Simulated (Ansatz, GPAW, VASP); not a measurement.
Rh: programs and potentials compared

```xyz
1
Lattice="0.0000 1.8979 1.8979 1.8979 0.0000 1.8979 1.8979 1.8979 0.0000" Properties=species:S:1:pos:R:3 pbc="T T T"
Rh    0.0000    0.0000    0.0000
```

Alike in all runs: task single point; functional PBE; k mesh 12 × 12 × 12; occupations gaussian, width 0.05 eV; no spin polarisation; no spin-orbit coupling. Pressure is positive in compression and, in plane waves, holds the error of the finite cutoff.

```tsv
program and potentials	plane-wave cutoff (eV)	notes	band gap (eV)	pressure (GPa)
VASP, PBE PAW files Rh_pv, release 54, 520 eV	520	-	no gap	7.26
GPAW, GPAW PAW data sets (gpaw-data 1.2.1)	600	-	no gap	9.19
Ansatz, all-electron LAPW, scalar-relativistic	-	-	no gap	7.18
```

None finds a gap. The pressure spans 7.18 (Ansatz, all-electron LAPW, scalar-relativistic) to 9.19 GPa (GPAW, GPAW PAW data sets (gpaw-data 1.2.1)), with all-electron results at 7.18.

The functional is the same throughout but for its coding, so the spread measures potentials, basis and numerics; runs on potential files found faulty are left out.

All three runs describe rhodium as a metal under compression at this volume. The missing gap follows from the partly filled 4d band, which crosses the Fermi level and hybridises with the broad sp states. The cell lies close to the measured lattice constant, whereas PBE tends to make the late 4d metals slightly too large, so the positive pressure probably reflects the functional's preference for a longer bond. Because d bonding makes rhodium very stiff, even a small mismatch in length costs several gigapascals.

The VASP value of 7.26 GPa nearly matches the all-electron 7.18 GPa, which suggests that its potential reproduces the all-electron response well at this volume. GPAW gives the same sign but stands apart at 9.19 GPa, possibly because of its data set or the numerical evaluation of the stress. In so stiff a metal, that offset would correspond to only a small shift in the equilibrium lattice constant. A single volume, however, fixes neither that constant nor the bulk modulus.
